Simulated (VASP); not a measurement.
A run of VASP 6.6.1 is set up as follows.

The input INCAR:

```
ALGO = Fast
EDIFF = 1E-7
EDIFFG = -0.01
ENCUT = 600
GGA = PS
IBRION = 2
ISIF = 4
ISMEAR = 1
LASPH = True
LCHARG = False
LREAL = False
LWAVE = False
NELM = 80
NSW = 40
PREC = Accurate
SIGMA = 0.1
```

The input KPOINTS:

```
k-points
0
Gamma
  15 15 7
```

The input POSCAR:

```
Mg                                      
1.0
    3.2365631825      0.0000000000      0.0000000000
   -1.6182815912      2.8029459370      0.0000000000
    0.0000000000      0.0000000000      5.1559693796
  Mg            
     2
Direct
     0.3333333332999970    0.6666666667000030    0.2500000000000000
     0.6666666667000030    0.3333333332999970    0.7500000000000000
```

Potentials or basis: VASP PAW PBE potentials, release 64 (Mg).

Run with:

```bash
$ cat potpaw_PBE.64/Mg/POTCAR > POTCAR
$ mpirun -np 1 vasp_std > vasp.out
```

Q: Predict the band gap on the k mesh.

A: None (metal or under the smearing width).

Final structure:
```
Mg
1.0
     3.23656    0.00000    0.00000
    -1.61828    2.80295    0.00000
     0.00000    0.00000    5.15597
Mg
2
Direct
  0.33333 0.66667 0.25000
  0.66667 0.33333 0.75000
```

Caveat: the relaxation stopped at its first step, so nothing moved.
